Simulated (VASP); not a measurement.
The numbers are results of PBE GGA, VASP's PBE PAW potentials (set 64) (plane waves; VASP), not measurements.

The input files of a VASP run:

File KPOINTS:
```
Automatic mesh
0
Gamma
6 6 6
0 0 0
```

File POSCAR:
```
ZnTe
4.3996180
  0.0000000000   0.7071068443   0.7071068443
  0.7071068443   0.0000000000   0.7071068443
  0.7071068443   0.7071068443   0.0000000000
Zn Te
1 1
Cart
  0.0000000000   0.0000000000   0.0000000000
  0.3535534221   0.3535534221   0.3535534221
```

### INCAR
```
ALGO = Normal
EDIFF = 1E-6
ENCUT = 400
GGA = PE
ISIF = 2
ISMEAR = 0
LASPH = T
LCHARG = F
LMAXMIX = 4
LREAL = F
LWAVE = F
NELM = 100
PREC = Accurate
SIGMA = 0.05
SYSTEM = ZnTe
```

POTCAR, in this order: Zn Te (PBE.64 set). Program: vasp_std.

The run wrote:

### OUTCAR
```
 ion  position               nearest neighbor table
   1  0.000  0.000  0.000-   2 2.69   2 2.69   2 2.69   2 2.69
   2  0.250  0.250  0.250-   1 2.69   1 2.69   1 2.69   1 2.69
  LATTYP: Found a face centered cubic cell.
 ALAT       =     6.2220000000
 Subroutine PRICEL returns:
 Original cell was already a primitive cell.
 Subroutine GETGRP returns: Found 24 space group operations
The static configuration has the point symmetry T_d .
The dynamic configuration has the point symmetry T_d .
 Subroutine INISYM returns: Found 24 space group operations
 Subroutine IBZKPT returns following result:
 Found     16 irreducible k-points:

 Following reciprocal coordinates:
            Coordinates               Weight
  0.000000  0.000000  0.000000      1.000000
  0.166667  0.000000  0.000000      8.000000
  0.333333  0.000000  0.000000      8.000000
  0.500000  0.000000  0.000000      4.000000
  0.166667  0.166667  0.000000      6.000000
  0.333333  0.166667  0.000000     24.000000
  0.500000  0.166667  0.000000     24.000000
 -0.333333  0.166667  0.000000     24.000000
 -0.166667  0.166667  0.000000     12.000000
  0.333333  0.333333  0.000000      6.000000
  0.500000  0.333333  0.000000     24.000000
 -0.333333  0.333333  0.000000     12.000000
  0.500000  0.500000  0.000000      3.000000
  0.500000  0.333333  0.166667     24.000000
 -0.333333  0.333333  0.166667     24.000000
 -0.333333  0.500000  0.166667     12.000000
   k-points           NKPTS =     16   k-points in BZ     NKDIM =     16   number of bands    NBANDS=     13
   number of dos      NEDOS =    301   number of ions     NIONS =      2
   total plane-waves  NPLWV =  27000
   dimension x,y,z NGX =    30 NGY =   30 NGZ =   30
   dimension x,y,z NGXF=    60 NGYF=   60 NGZF=   60
   ions per type =               1   1
   PREC   = accura    normal or accurate (medium, high low for compatibility)
   ISTART =      0    job   : 0-new  1-cont  2-samecut
   ICHARG =      2    charge: 1-file 2-atom 10-const
   ISPIN  =      1    spin polarized calculation?
   LNONCOLLINEAR =      F non collinear calculations
   LSORBIT =      F    spin-orbit coupling
   INIWAV =      1    electr: 0-lowe 1-rand  2-diag
   ENCUT  =  400.0 eV  29.40 Ry    5.42 a.u.   7.17  7.17  7.17*2*pi/ulx,y,z
   NELM   =    100;   NELMIN=  2; NELMDL= -5     # of ELM steps
   EDIFF  = 0.1E-05   stopping-criterion for ELM
   LREAL  =      F    real-space projection
   NLSPLINE    = F    spline interpolate recip. space projectors
   LMAXMIX     =    4 max onsite mixed and CHGCAR
   VOSKOWN=      0    Vosko Wilk Nusair interpolation
   EDIFFG = 0.1E-04   stopping-criterion for IOM
   NSW    =      0    number of steps for IOM
   NBLOCK =      1;   KBLOCK =      1    inner block; outer block
   IBRION =     -1    ionic relax: 0-MD 1-quasi-New 2-CG
   NFREE  =      0    steps in history (QN), initial steepest desc. (CG)
   ISIF   =      2    stress and relaxation
   ISYM   =      2    0-nonsym 1-usesym 2-fastsym
   TEIN   =    0.0    initial temperature
   TEBEG  =    0.0;   TEEND  =   0.0 temperature during run
   SMASS  =  -3.00    Nose mass-parameter (am)
   PSTRESS=    0.0 pullay stress
   NELECT =      18.0000    total number of electrons
   EFERMI =   0.00;   METHOD = LEGACY
   ISMEAR =     0;   SIGMA  =   0.05  broadening in eV -4-tet -1-fermi 0-gaus
   IALGO  =     38    algorithm
   LDIAG  =      T    sub-space diagonalisation (order eigenvalues)
   IMIX   =      4    mixing-type and parameters
     AMIX     =   0.40;   BMIX     =  1.00
     AMIX_MAG =   1.60;   BMIX_MAG =  1.00
     AMIN     =   0.10
   GGA     = PE    functional components
   VOSKOWN =     0    Vosko Wilk Nusair interpolation
   LHFCALC =     F    Hartree Fock is set to
...
```

### OSZICAR
```
       N       E                     dE             d eps       ncg     rms          rms(c)
DAV:   1     0.711513089953E+02    0.71151E+02   -0.73564E+03   416   0.116E+03
DAV:   2    -0.158622314676E+01   -0.72738E+02   -0.70542E+02   451   0.233E+02
DAV:   3    -0.530186754696E+01   -0.37156E+01   -0.36982E+01   496   0.547E+01
DAV:   4    -0.535347897722E+01   -0.51611E-01   -0.51603E-01   565   0.663E+00
DAV:   5    -0.535378882413E+01   -0.30985E-03   -0.30985E-03   501   0.406E-01    0.436E+00
DAV:   6    -0.518650089384E+01    0.16729E+00   -0.57866E-01   530   0.208E+01    0.345E+00
DAV:   7    -0.517623136501E+01    0.10270E-01   -0.10671E-01   461   0.373E+00    0.138E+00
DAV:   8    -0.517631135035E+01   -0.79985E-04   -0.46106E-03   509   0.685E-01    0.364E-01
DAV:   9    -0.517656778336E+01   -0.25643E-03   -0.10538E-03   456   0.305E-01    0.119E-01
DAV:  10    -0.517658718180E+01   -0.19398E-04   -0.70303E-05   496   0.800E-02    0.918E-02
DAV:  11    -0.517664449947E+01   -0.57318E-04   -0.93684E-05   451   0.693E-02    0.527E-02
DAV:  12    -0.517664484132E+01   -0.34185E-06   -0.47111E-06   496   0.372E-02
   1 F= -.51766448E+01 E0= -.51766448E+01  d E =-.477783E-13
```

**OUTCAR**
```
------------------------ aborting loop because EDIFF is reached ----------------------------------------
  FORCE on cell =-STRESS in cart. coord.  units (eV):
  Direction    XX          YY          ZZ          XY          YZ          ZX
  --------------------------------------------------------------------------------------
  Total       -0.3261170     -0.3261170     -0.3261170     -0.0000000     -0.0000000     -0.0000000
  in kB       -8.6766894     -8.6766894     -8.6766894     -0.0000000     -0.0000000     -0.0000000
  external PRESSURE =      -8.6766894 kB  Pullay stress =       0.0000000 kB
  volume of cell :       60.22
      direct lattice vectors                 reciprocal lattice vectors
     0.000000000  3.111000000  3.111000000    -0.160720026  0.160720026  0.160720026
     3.111000000  0.000000000  3.111000000     0.160720026 -0.160720026  0.160720026
     3.111000000  3.111000000  0.000000000     0.160720026  0.160720026 -0.160720026
 POSITION                                       TOTAL-FORCE (eV/Angst)
 -----------------------------------------------------------------------------------
      0.00000      0.00000      0.00000         0.000000      0.000000      0.000000
      1.55550      1.55550      1.55550        -0.000000     -0.000000     -0.000000
 -----------------------------------------------------------------------------------
    total drift:                               -0.000002     -0.000002     -0.000002
  FREE ENERGIE OF THE ION-ELECTRON SYSTEM (eV)
  ---------------------------------------------------
  free  energy   TOTEN  =        -5.1766448413 eV

  energy  without entropy=       -5.1766448413  energy(sigma->0) =       -5.17664484
```
(Selected blocks of OUTCAR.)

**OUTCAR**
```
 val. band max:        2.6486325878   @ k =   0.0000   0.0000   0.0000

 cond. band min:       3.6263973595   @ k =   0.0000   0.0000   0.0000


 Fermi energy:         2.8875217109

 k-point     1 :       0.0000    0.0000    0.0000
  band No.  band energies     occupation
      1      -8.7773      2.00000
      2      -4.0685      2.00000
      3      -4.0685      2.00000
      4      -4.0685      2.00000
      5      -3.8683      2.00000
      6      -3.8683      2.00000
      7       2.6486      2.00000
      8       2.6486      2.00000
      9       2.6486      2.00000
     10       3.6264      0.00000
     11       7.0905      0.00000
     12       7.0905      0.00000
     13       7.0905      0.00000

 k-point     2 :       0.1667    0.0000    0.0000
  band No.  band energies     occupation
      1      -8.6117      2.00000
      2      -4.0545      2.00000
      3      -4.0545      2.00000
      4      -4.0455      2.00000
      5      -3.8698      2.00000
      6      -3.8698      2.00000
      7       0.7663      2.00000
      8       2.4045      2.00000
      9       2.4045      2.00000
     10       4.6453      0.00000
     11       7.4651      0.00000
     12       7.4665      0.00000
     13       7.4665      0.00000

 k-point     3 :       0.3333    0.0000    0.0000
  band No.  band energies     occupation
      1      -8.2331      2.00000
      2      -4.0301      2.00000
      3      -4.0301      2.00000
      4      -3.9215      2.00000
      5      -3.8675      2.00000
      6      -3.8675      2.00000
      7      -1.2265      2.00000
      8       2.0081      2.00000
      9       2.0081      2.00000
     10       4.5080      0.00000
     11       7.7762      0.00000
     12       7.7762      0.00000
     13       9.4841      0.00000

 k-point     4 :       0.5000    0.0000    0.0000
  band No.  band energies     occupation
      1      -8.0118      2.00000
      2      -4.0208      2.00000
      3      -4.0208      2.00000
...
```

Unless said otherwise, spin-orbit coupling is left out, though it shifts the bands of the heavy elements here.

The compound is ZnTe in the zinc blende structure. The cell was not relaxed at this level.
